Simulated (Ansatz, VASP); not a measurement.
# Cross-check of CaO (Lime) between VASP and Ansatz, part 2 of 3

One calculation is typed for both programs; each brings its own data sets. How far apart do they land? The cell is taken from a series of runs on this material, whose earlier steps may have relaxed, scaled, displaced or heated it; both programs get it as it stands.

VASP 6.6.1 and Ansatz 0.2.0.

So far: Set-up; VASP: zone-centre phonons, LDA, pair 1.

## 3. Ansatz: zone-centre phonons, LDA, pair 1

Level of this step: Ansatz beside VASP: Kohn-Sham DFT, plane waves, LDA (Ansatz).

Ansatz runs on its PAW soft_1 files.

The same cell, functional (in two slightly different forms) and mesh now go to Ansatz, which takes its cutoff from its data sets.

input.yaml

```yaml
crystal:
  lattice:
    - [0.0514212648, 2.3580282059, 2.3580282059]
    - [2.3580282059, 0.0514212648, 2.3580282059]
    - [2.3580282059, 2.3580282059, 0.0514212648]
  atoms:
    - { symbol: O, position: [0.5, 0.5, 0.5] }
    - { symbol: Ca, position: [0.0, 0.0, 0.0] }
kpoints:
  mp_grid: { grid: [8, 8, 8] }
hamiltonian:
  xc: lda
  pseudopotentials: { kind: paw, azcp: { folder: soft_1 }, xc_functional: pbe }
scf:
  occupations: { method: fixed }
output:
  eigenvalues: true
phonons:
  method: dfpt
  dielectric: true
  rigid_motions: translations
```

Launch:

```bash
> ansatz run input.yaml --threads 4 --pin off --max-ram 10240MiB --backend cpu --events-out ev --progress --plain --runs-dir out
```

Numbers of over 12 decimals in the logs are rounded to 6 here.

The log of the run:

```text
Engine: ansatz 0.2.0, x86_64-unknown-linux-gnu
Pseudopotentials: kind: paw
Pseudopotential: O, paw, valence charge 6, recommended cutoff 420 eV (normal), soft_1/O.paw.azcp
Pseudopotential: Ca, paw, valence charge 10, recommended cutoff 420 eV (normal), soft_1/Ca.paw.azcp
Functional definition: SPW92
  exchange = slater_x
  correlation = pw_c
Crystal: 2 atoms, lattice volume = 25.365 Å³
Basis set: ecut = 420 eV, 531 PW (Γ), exchange–correlation on 48×48×48 points (8 copies of the dense FFT grid, shifted against one another)
Bands: 12, of which v1, the nominal top of the filled ones, is band 8 counted from 1 (7 counted from 0)
Symmetry: 12 space group operations
k-points: 150 of 512 (irreducible under 2 space group operations, time reversal used)
Non-local potential: O, projectors of the file, l = 0: 2, l = 1: 2, l = 2: 1
Non-local potential: Ca, projectors of the file, l = 0: 3, l = 1: 2, l = 2: 2
PAW form: soft (Blöchl's): semilocal exchange-correlation on the pseudo side does not see the compensation charge
PAW frozen core: O, regenerated for the run's functional, and the local potential with it (the file was generated under x = pbe(κ = 0.804, μ = 0.219515), c = pbe(β = 0.066725))
PAW frozen core: Ca, regenerated for the run's functional, and the local potential with it (the file was generated under x = pbe(κ = 0.804, μ = 0.219515), c = pbe(β = 0.066725))
PAW one-centre angular grid: O, 110 points (default); XC on 64 Gauss nodes
PAW one-centre angular grid: Ca, 110 points (default); XC on 64 Gauss nodes
Initial density: superposition of atomic densities (chi_scale 0.1, normalization cell, long waves kept (reshape's long-wave potential 0.00 eV rms))
Initial wavefunctions: pseudopotential atomic-orbital guess
Functional: x = slater, c = lda
SCF iter   1: F=—  HF=-2332.303062 eV  |F-HF|=—  |Δ(HF+E_count)|=         —  Δρ=1.09e-1  dr2=2.71e0  ethr=3.10e-3  ⟨swp⟩=4.0  Hψ=10576  notcnv=0  defer=25
preconditioner: auto → none  [insulator: Δε(μ)=1.825 eV  Ē_g=17.795 eV  n_scr=8 (ndim 8)  ℏωp=27.6 eV  f_vac=0.000  ε∞_Penn≈3.4]
SCF iter   2: F=—  HF=-2332.103684 eV  |F-HF|=—  |Δ(HF+E_count)|=   1.99e-1  Δρ=9.49e-2  dr2=2.08e0  ethr=3.10e-3  ⟨swp⟩=3.0  Hψ=5069  notcnv=0  defer=258
SCF iter   3: F=—  HF=-2331.621593 eV  |F-HF|=—  |Δ(HF+E_count)|=   4.82e-1  Δρ=1.59e-2  dr2=5.45e-2  ethr=3.10e-3  ⟨swp⟩=2.8  Hψ=3113  notcnv=0  defer=102
SCF iter   4: F=—  HF=-2331.629085 eV  |F-HF|=—  |Δ(HF+E_count)|=   7.49e-3  Δρ=4.46e-3  dr2=3.04e-3  ethr=3.41e-4  ⟨swp⟩=2.2  Hψ=3161  notcnv=0  defer=291
SCF iter   5: F=—  HF=-2331.630247 eV  |F-HF|=—  |Δ(HF+E_count)|=   1.16e-3  Δρ=6.59e-4  dr2=7.13e-5  ethr=1.90e-5  ⟨swp⟩=2.8  Hψ=3008  notcnv=0  defer=295
SCF iter   6: F=—  HF=-2331.630230 eV  |F-HF|=—  |Δ(HF+E_count)|=   1.74e-5  Δρ=4.06e-5  dr2=1.01e-7  ethr=4.46e-7  ⟨swp⟩=2.2  Hψ=3122  notcnv=0  defer=286
SCF iter   7: F=—  HF=-2331.630231 eV  |F-HF|=—  |Δ(HF+E_count)|=   1.51e-6  Δρ=1.12e-5  dr2=2.23e-8  ethr=6.33e-10  ⟨swp⟩=2.0  Hψ=2998  notcnv=0  defer=27
SCF iter   8: F=-2331.630231 eV  HF=-2331.630231 eV  |F-HF|=7.00e-11  |Δ(HF+E_count)|=   4.08e-9  Δρ=6.52e-7  dr2=9.43e-11  ethr=1.00e-12  ⟨swp⟩=6.8  Hψ=12862  notcnv=0
SCF 1 converged in 8 iterations: F = -2331.630231 eV  dr2 = 9.43e-11
  greatest PAW one-centre occupation: 0.996 electrons in one spin orbital (limit 2), on the Ca atom at site 1 (counted from 0), in its partial waves of l = 0
NSCF: frozen V_eff on 5 k-points
DFPT response loops at Γ: preconditioner auto → none (the input reference at scf.mixing.eps_inf says where Resta's filter doesn't serve); β = 0.50; Broyden in place of MSR1
── the response to a field inside a basis, on 8×8×8 k-points: an SCF that follows is theirs, and a resumed run solves both again ──
Bands: 9, of which v1, the nominal top of the filled ones, is band 8 counted from 1 (7 counted from 0)
k-points: 60 of 512
Initial density: handed on by an earlier stage of this run
Initial wavefunctions: pseudopotential atomic-orbital guess (no wavefunctions were taken with the density)
Eigensolver: Dense (60 Hₖ)
SCF iter   1: F=—  HF=-2331.632113 eV  |F-HF|=—  |Δ(HF+E_count)|=         —  Δρ=6.20e-4  dr2=1.40e-5  ethr=1.00e-1
preconditioner: auto → none  [insulator: Δε(μ)=3.584 eV  Ē_g=16.182 eV  n_scr=8 (ndim 8)  ℏωp=27.6 eV  f_vac=0.000  ε∞_Penn≈3.9]
SCF iter   2: F=—  HF=-2331.632111 eV  |F-HF|=—  |Δ(HF+E_count)|=   1.97e-6  Δρ=2.83e-4  dr2=6.13e-6  ethr=8.76e-8
SCF iter   3: F=—  HF=-2331.632111 eV  |F-HF|=—  |Δ(HF+E_count)|=   7.12e-8  Δρ=1.81e-4  dr2=3.69e-6  ethr=3.83e-8
SCF iter   4: F=-2331.632111 eV  HF=-2331.632111 eV  |F-HF|=1.10e-9  |Δ(HF+E_count)|=   8.18e-7  Δρ=1.39e-5  dr2=1.39e-8  ethr=2.30e-8
SCF 1 converged in 4 iterations: F = -2331.632111 eV  dr2 = 1.39e-8
DFPT response loops at Γ: mixed as the last ones told, above
SCF converged after 8 iterations
Free energy (F): -2331.630231 eV
Harris-Foulkes:  -2331.630231 eV  (|F-HF|=7.00e-11)
Internal energy: -2331.630231 eV  (E = F + TS)
E sigma→0 (E₀):  -2331.630231 eV
Fermi energy:    8.386045 eV
--- Per-component energies (eV) ---
  E_band       = -85.513768
  E_kinetic    = 426.354717
  E_local      = -845.554181  (includes V_loc(G=0)·N_el)
  E_nonlocal   = 148.095241
  E_hartree    = 277.647384
  E_xc         = -199.295139
  E_vxc        = -251.977579  (∫ρ·V_xc dr)
  E_paw        = -974.778794  (= ΣΔE_a)
  E_vpaw       = -117.727608  (= ΣTr[D̂ρ^β])
  E_aug_tail   = 0.000789  (compensation charges beyond the density's cutoff)
  E_ewald      = -1164.480337
  E_core_change = 0.380088  (= ΣΔE_core)
  E_smearing   = -0.000000  (= −TS)
  E_closure    = 0.000000  (closes the sum)
  Σ components = -2331.630231   (vs F -2331.630231, Δ=0.00e0)
--- Band table (eV; the first three rows and the last of 150) ---
  k-point 0: bands = [... 4 lower, -7.0372, 8.2706, 8.3860, 8.3860, 13.6368, 14.4697, 14.7830, 14.7830]
  k-point 1: bands = [... 4 lower, -6.6912, 7.7901, 8.0202, 8.1367, 14.2742, 14.7226, 14.8485, 15.0919]
  k-point 2: bands = [... 4 lower, -6.0666, 6.6797, 7.4606, 7.6092, 14.7426, 15.5035, 15.9141, 15.9940]
  k-point 149: bands = [... 4 lower, -5.3540, 5.4268, 7.0598, 7.0598, 15.6319, 17.0046, 17.0046, 17.3770]
--- Phonons (Γ-DFPT): 2 representative perturbations + reference, on 150 of 512 k-points (Σ response iterations 7) ---
  k mesh reduced under 2 symmetry operations, with k and −k counted as one. Each operation leaves every solved perturbation unchanged. A smaller set is not considered because the run solves the response to a homogeneous field
  ASR residual: 2.939e-4 → 0.000e0 eV/Å²; symmetrization residual: 5.551e-7 eV/Å²
  ASR residual per site (eV/Å²): 2.94e-4 1.15e-4
  Γ frequencies (cm⁻¹): 0.00 0.00 0.00 308.01 308.01 314.10
  ε∞ (high-frequency dielectric tensor):
        3.906825     0.020606     0.020606
        0.020606     3.906825     0.020606
        0.020606     0.020606     3.906825
  ε⁰ (static dielectric tensor: ions relaxed, cell fixed):
       13.975108     0.036418     0.036418
        0.036418    13.975108     0.036418
        0.036418     0.036418    13.975108
  ε⁰ − ε∞ (ionic part):
       10.068282     0.015812     0.015812
        0.015812    10.068282     0.015812
        0.015812     0.015812    10.068282
  softest optical mode at Γ: 308.01 cm⁻¹; the repairs (sum rule, projections) moved no ω² at Γ by more than (2.25 cm⁻¹)²
  Born effective charges Z* (e; rows j = field, columns β = displacement):
    site 0:
        -2.38844   -0.01751   -0.01751
        -0.01751   -2.38844   -0.01751
        -0.01751   -0.01751   -2.38844
    site 1:
         2.38844    0.01751    0.01751
         0.01751    2.38844    0.01751
         0.01751    0.01751    2.38844
  Z* charge neutrality: 6.234e-4 e pre-enforcement
  solved inside a basis spanned on kpoints, on 8×8×8 k-points, its susceptibility summed on 12×12×12: ε∞ is read to err by 8.9e-3, Z* by 1.1e-2 e (field_mesh: kpoints solves on kpoints); Z* is corrected for what the basis lacks
  optical modes at Γ without the LO–TO term, one row a degenerate level:
      ω (cm⁻¹)  modes    IR ((D/Å)²/amu)
        308.01      2            22.6837
        314.10      1            11.8500
  optical modes at Γ + LO–TO along q̂ = [1.0000, 0.0000, 0.0000]:
      ω (cm⁻¹)  modes    IR ((D/Å)²/amu)
        308.01      1            11.3419
        312.00      1            11.6721
        586.46      1            11.5197
  optical modes at Γ + LO–TO along q̂ = [0.0000, 1.0000, 0.0000]:
      ω (cm⁻¹)  modes    IR ((D/Å)²/amu)
        308.01      1            11.3419
        312.00      1            11.6721
        586.46      1            11.5197
  optical modes at Γ + LO–TO along q̂ = [0.0000, 0.0000, 1.0000]:
      ω (cm⁻¹)  modes    IR ((D/Å)²/amu)
        308.01      1            11.3419
        312.00      1            11.6721
        586.46      1            11.5197
```

## 4. Differences

Known differences besides the potentials themselves: the two LDA forms differ slightly; fixed occupations in Ansatz, narrow Gaussian smearing in VASP; VASP's response is taken on the typed mesh, Ansatz refines its own for the field response alone; the cutoff is 420 eV in Ansatz and 600 eV in VASP; VASP's log shows a relativistic correction to its local exchange, Ansatz's none. Total energies have different zeros and are not compared.

The two programs side by side:

```
                                     quantity  Ansatz   VASP  difference
                                        ε∞ xx    3.91   3.91     -0.12 %
                                        ε∞ yy    3.91   3.91     -0.12 %
                                        ε∞ zz    3.91   3.91     -0.12 %
 Born charge of O1 (mean of the diagonal) (e)   -2.39  -2.39        0.00
Born charge of Ca2 (mean of the diagonal) (e)    2.39   2.39        0.00
                   optical mode 1 to 2 (cm⁻¹)   308.0  316.5     -2.70 %
                        optical mode 3 (cm⁻¹)   314.1  323.2     -2.82 %
```

Modes are paired by rising frequency, not by their patterns, so a pair may set unlike modes beside each other; they are those without the splitting of longitudinal modes.

## 5. Ansatz: zone-centre phonons, LDA, pair 2

Second derivatives magnify differences that forces hide, and they need a tight electronic threshold. The cell compared in this pair holds 25.68 Å³, against 25.37 Å³ for the pair before.

The cell is taken from a series of runs on this material, whose earlier steps may have relaxed, scaled, displaced or heated it; both programs get it as it stands.

input.yaml, the sections that differ from step 3:

```yaml
crystal:
  lattice:
    - [0.0, 2.3301437466, 2.3652593254]
    - [2.3301437466, 0.0, 2.3652593254]
    - [2.3301437466, 2.3301437466, 0.0]
  atoms:
    - { symbol: O, position: [0.5, 0.5, 0.5] }
    - { symbol: Ca, position: [0.0, 0.0, 0.0] }
# kpoints, hamiltonian, scf, output, phonons: as in step 3
```

The log of the run:

```text
[...]
Crystal: 2 atoms, lattice volume = 25.685 Å³
Basis set: ecut = 420 eV, 531 PW (Γ), exchange–correlation on 48×48×48 points (8 copies of the dense FFT grid, shifted against one another)
Bands: 12, of which v1, the nominal top of the filled ones, is band 8 counted from 1 (7 counted from 0)
Symmetry: 16 space group operations
k-points: 150 of 512 (irreducible under 2 space group operations, time reversal used)
[...]
optical modes at Γ + LO–TO along q̂ = [1.0000, 0.0000, 0.0000]:
      ω (cm⁻¹)  modes    IR ((D/Å)²/amu)
[...]
optical modes at Γ + LO–TO along q̂ = [0.0000, 1.0000, 0.0000]:
      ω (cm⁻¹)  modes    IR ((D/Å)²/amu)
[...]
316.20      1            11.5875
        588.85      1            11.5875
  optical modes at Γ + LO–TO along q̂ = [0.0000, 0.0000, 1.0000]:
      ω (cm⁻¹)  modes    IR ((D/Å)²/amu)
        316.20      2            23.1749
        559.39      1            11.1520
[key lines of the parts left out:]
SCF converged after 8 iterations
Free energy (F): -2331.643002 eV
Fermi energy:    8.205825 eV
```

## 6. VASP: zone-centre phonons, LDA, pair 2

The same cell, functional (in two slightly different forms) and mesh now go to VASP, with its own data sets.

INCAR

```
SYSTEM = CaO
PREC = Accurate
ENCUT = 600
EDIFF = 1E-08
NELM = 120
ISMEAR = 0
SIGMA = 0.01
LREAL = .FALSE.
ALGO = Normal
GGA = CA
NBANDS = 14
LORBIT = 11
LWAVE = .FALSE.
LCHARG = .FALSE.
ISIF = 2
IBRION = 8
LEPSILON = .TRUE.
LASPH = .TRUE.
GGA_COMPAT = .FALSE.
EFERMI = MIDGAP
KPAR = 2
```

POSCAR

```
CaO
1.0
    0.0000000000      2.3301437466      2.3652593254
    2.3301437466      0.0000000000      2.3652593254
    2.3301437466      2.3301437466      0.0000000000
O Ca
1 1
Direct
    0.5000000000      0.5000000000      0.5000000000
    0.0000000000      0.0000000000      0.0000000000
```

KPOINTS

```
Automatic mesh
0
Gamma
8 8 8
0 0 0
```

Potentials, in the order of the species: O and Ca_sv (LDA family, release 64).

Launch:

```bash
> mpirun -np 2 vasp_std
```

The log of the run:

```text
[... set-up lines as in an earlier step ...]
 entering main loop
       N       E                     dE             d eps       ncg     rms          rms(c)
DAV:   1     0.135131111981E+03    0.13513E+03   -0.93474E+03  1652   0.132E+03
DAV:   2    -0.977951943540E+01   -0.14491E+03   -0.13418E+03  2004   0.320E+02
DAV:   3    -0.157458660375E+02   -0.59663E+01   -0.59223E+01  1950   0.682E+01
DAV:   4    -0.159385068039E+02   -0.19264E+00   -0.19249E+00  2360   0.106E+01
[...]
DAV:  12    -0.142149590994E+02    0.57465E-06   -0.39621E-06  1856   0.221E-02    0.275E-03
DAV:  13    -0.142149590339E+02    0.65538E-07   -0.31872E-07  2602   0.457E-03    0.726E-04
DAV:  14    -0.142149590304E+02    0.34847E-08   -0.10224E-08  1248   0.110E-03
   1 F= -.14214959E+02 E0= -.14214959E+02  d E =0.000000E+00
 Linear response reoptimize wavefunctions to high precision
DAV:   1    -0.142149590309E+02   -0.49113E-09   -0.29295E-09  1544   0.465E-04
DAV:   2    -0.142149590309E+02   -0.12506E-10   -0.10144E-10   838   0.854E-05
 Linear response G [H, r] |phi>, progress :
  Direction:   1
[...]
RMM:  22    -0.382777632654E+00   -0.18490E-06    0.48990E-06  5413   0.728E-04    0.162E-04
 first order change of Fermi-energy   0.15741E-03
 force on displaced ion       2 direction 1 :  -4.456   0.000   0.000
 Born effective charge ion    2 direction 1 :   2.399   0.000   0.000
 Linear response progress:
  Degree of freedom:   4/  4
       N       E                     dE             d eps       ncg     rms          rms(c)
RMM:   1    -0.433086475589E+00   -0.43309E+00    0.64466E-01  1894   0.108E+01
RMM:   2    -0.384293693675E+00    0.48793E-01   -0.59601E-02  2574   0.239E+00    0.193E-01
RMM:   3    -0.385147250444E+00   -0.85356E-03   -0.17634E-02  3312   0.706E-01    0.136E-01
RMM:   4    -0.385521484525E+00   -0.37423E-03   -0.34126E-03  3577   0.290E-01    0.701E-02
[...]
RMM:  25    -0.385410175095E+00    0.49029E-07   -0.33207E-06  3658   0.501E-04    0.150E-04
RMM:  26    -0.385410186089E+00   -0.10994E-07   -0.30616E-06  2661   0.448E-04    0.157E-04
RMM:  27    -0.385410252422E+00   -0.66333E-07   -0.27768E-06  3706   0.410E-04    0.159E-04
 first order change of Fermi-energy  -0.51740E-03
 force on displaced ion       2 direction 3 :   0.000   0.000  -3.328
 Born effective charge ion    2 direction 3 :   0.000   0.000   2.354
 Born effective charges drift removed
 Linear response finished
```

Parts of OUTCAR (step 6):

```text
  Total        0.6625477      0.6625477      0.1368805      0.0000000      0.0000000     -0.0000000
  in kB       41.3288685     41.3288685      8.5384276      0.0000000      0.0000000     -0.0000000
  external PRESSURE =      30.3987216 kB  Pullay stress =       0.0000000 kB

 POSITION                                       TOTAL-FORCE (eV/Angst)
 -----------------------------------------------------------------------------------
      2.33014      2.33014      2.36526        -0.000000      0.000000     -0.000000
      0.00000      0.00000      0.00000         0.000000     -0.000000      0.000000
 -----------------------------------------------------------------------------------
    total drift:                                0.000000      0.000000      0.000000

 MACROSCOPIC STATIC DIELECTRIC TENSOR (including local field effects in DFT)
 ------------------------------------------------------
           3.903545     0.000000     0.000000
           0.000000     3.903545     0.000000
          -0.000000    -0.000000     3.882261
 ------------------------------------------------------

 MACROSCOPIC STATIC DIELECTRIC TENSOR IONIC CONTRIBUTION
 ------------------------------------------------------
           9.142737    -0.000000    -0.000000
          -0.000000     9.142737    -0.000000
          -0.000000    -0.000000    11.786771
 ------------------------------------------------------

[... 2 further parts left out ...]
```

## 7. Comparison

The two programs side by side:

```
                                     quantity  Ansatz   VASP  difference
                                        ε∞ xx    3.90   3.90     -0.11 %
                                        ε∞ yy    3.90   3.90     -0.11 %
                                        ε∞ zz    3.88   3.88     -0.10 %
 Born charge of O1 (mean of the diagonal) (e)   -2.38  -2.39        0.00
Born charge of Ca2 (mean of the diagonal) (e)    2.38   2.39        0.00
                        optical mode 1 (cm⁻¹)   272.3  280.5     -2.93 %
                   optical mode 2 to 3 (cm⁻¹)   316.2  324.7     -2.63 %
```

Modes are paired by rising frequency, not by their patterns, so a pair may set unlike modes beside each other; they are those without the splitting of longitudinal modes.

[end of part 2 of 3]

[Lines on the potential files, build, host, timing and source positions are cut from VASP's logs without a mark.]

[Logs are printed without paths, hosts, clocks, repeated set-up lines and the standing remarks that a program may print on its own settings, such as how far it seeks lower states.]

[Hosts, paths, dates, database ids (printed as entryN), source tags and the programs' standing remarks are cut or masked in the printed files.]
